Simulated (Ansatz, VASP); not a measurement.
**One calculation of AlN, two programs**

Contents of INCAR:

```
SYSTEM = AlN
ALGO = Normal
EDIFF = 1E-7
ENCUT = 520
GGA = PE
ISIF = 2
ISMEAR = 0
LASPH = .True.
LCHARG = .True.
LELF = .True.
LREAL = .False.
LVHAR = .True.
LWAVE = .False.
NBANDS = 16
NELM = 100
PREC = Accurate
SIGMA = 0.05
```

File KPOINTS:

```
k-points
0
Gamma
  9 9 6
  0 0 0
```

Contents of POSCAR:

```
AlN
1.0
    3.1478000000      0.0000000000      0.0000000000
   -1.5739000000      2.7260747660      0.0000000000
    0.0000000000      0.0000000000      4.4388000000
Al N
2 2
Direct
    0.3333333333      0.6666666667      0.7500000000
    0.6666666667      0.3333333333      0.2500000000
    0.3333333333      0.6666666667      0.2500000000
    0.6666666667      0.3333333333      0.7500000000
```

Input for Ansatz:

```yaml
crystal:
  lattice:
    - [3.1478, 0.0, 0.0]
    - [-1.5739, 2.726074766, 0.0]
    - [0.0, 0.0, 4.4388]
  atoms:
    - { symbol: Al, position: [0.3333333333, 0.6666666667, 0.75] }
    - { symbol: Al, position: [0.6666666667, 0.3333333333, 0.25] }
    - { symbol: "N", position: [0.3333333333, 0.6666666667, 0.25] }
    - { symbol: "N", position: [0.6666666667, 0.3333333333, 0.75] }
basis:
  ecutwfc: 520.0
kpoints:
  mp_grid: { grid: [9, 9, 6] }
hamiltonian:
  xc: pbe
  pseudopotentials: { kind: paw, azcp: { folder: soft_1 } }
scf:
  occupations: { method: gaussian, width: 0.05 }
output:
  forces: true
  stress: true
  eigenvalues: true
```

Alike in both runs: task single point; functional PBE; k mesh 9 × 9 × 6; occupations gaussian, width 0.05 eV; no spin polarisation.

|  | VASP | Ansatz |
| --- | --- | --- |
| version | VASP 6.6.1 | Ansatz 0.2.0 |
| potentials or method | VASP PAW PBE potentials, release 64 (Al, N) | scalar-relativistic, plane waves, PAW |
| plane-wave cutoff (eV) | 520 | 520 |
| valence electrons in the cell | 16 | 16 |

|  | VASP | Ansatz | Ansatz less VASP |
| --- | --- | --- | --- |
| gap on the k mesh at the Fermi level (eV) | 3.41 | 3.40 | -0.015 |
| least direct gap on the mesh (eV) | 3.41 | 3.40 | -0.015 |
| pressure (GPa) | 17.7 | 17.9 | +0.15 |
| largest component of the traceless stress (GPa) | 17.94 | 18.00 | +0.052 |

With one functional, cell and mesh, what is left measures potentials, basis and numerics.

Caveats: so large a pressure means that the cell lies far from this level's equilibrium, or that cutoff or potentials fall short (VASP). Expect the measured gap to be larger: semilocal functionals such as PBE lack the derivative discontinuity.
